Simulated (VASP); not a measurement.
# KTaO3: relaxation of cell and atoms with r2SCAN

KTaO3:

```xyz
5
Lattice="3.9948 0.0000 0.0000 0.0000 3.9948 0.0000 0.0000 0.0000 3.9948" Properties=species:S:1:pos:R:3 pbc="T T T"
K     1.9974    1.9974    1.9974
Ta    0.0000    0.0000    0.0000
O     1.9974    0.0000    0.0000
O     0.0000    1.9974    0.0000
O     0.0000    0.0000    1.9974
```

```
Program                : VASP 6.6.1
Task                   : relaxation of cell and atoms
Functional             : r2SCAN
Potentials or basis    : VASP PAW PBE potentials, release 64 (K_sv, Ta_pv, O)
Cutoff                 : 600 eV
k mesh                 : 8 × 8 × 8
Occupations            : gaussian, width 0.03 eV
Spin                   : no spin polarisation
Further INCAR settings : ALGO = Normal; EDIFF = 1e-07; IBRION = 2; EDIFFG = -0.005; NSW = 90; ISIF = 3
```

| Property | Result |
| --- | --- |
| Pressure after relaxing | 0.0 GPa |
| Band gap on the k mesh | 2.59 eV, indirect (least direct gap 3.24 eV) |

Final structure:
```
K Ta O
1.0
     3.99481    0.00000    0.00000
     0.00000    3.99481    0.00000
     0.00000    0.00000    3.99481
K Ta O
1 1 3
Direct
  0.50000 0.50000 0.50000
  0.00000 0.00000 0.00000
  0.50000 0.00000 0.00000
  0.00000 0.50000 0.00000
  0.00000 0.00000 0.50000
```

Levels at points of the mesh, in eV from the valence-band top:
```tsv
k point	band 17	band 18	band 19	band 20	band 21	band 22
(0.00, 0.00, 0.00)	-0.65	-0.65	-0.65	2.59	2.59	2.59
(0.50, 0.00, 0.00)	-1.53	-0.88	-0.88	2.74	5.40	5.40
(0.50, 0.50, 0.00)	-1.46	-1.46	-0.04	5.44	5.44	6.74
(0.50, 0.50, 0.50)	0.00	0.00	0.00	6.87	6.87	6.87
```

It took 2.5 min on 1 thread of Intel(R) Xeon(R) Platinum 8488C (Sapphire Rapids), with other jobs on the host, peak memory 0.23 GiB.

Caveat: the relaxation stopped at its first step, so nothing moved; the PAW data sets were made with another functional, which shifts forces and pressure a little; spin-orbit coupling is left out, which moves the levels of the heavy elements. A k mesh can miss the band edges.
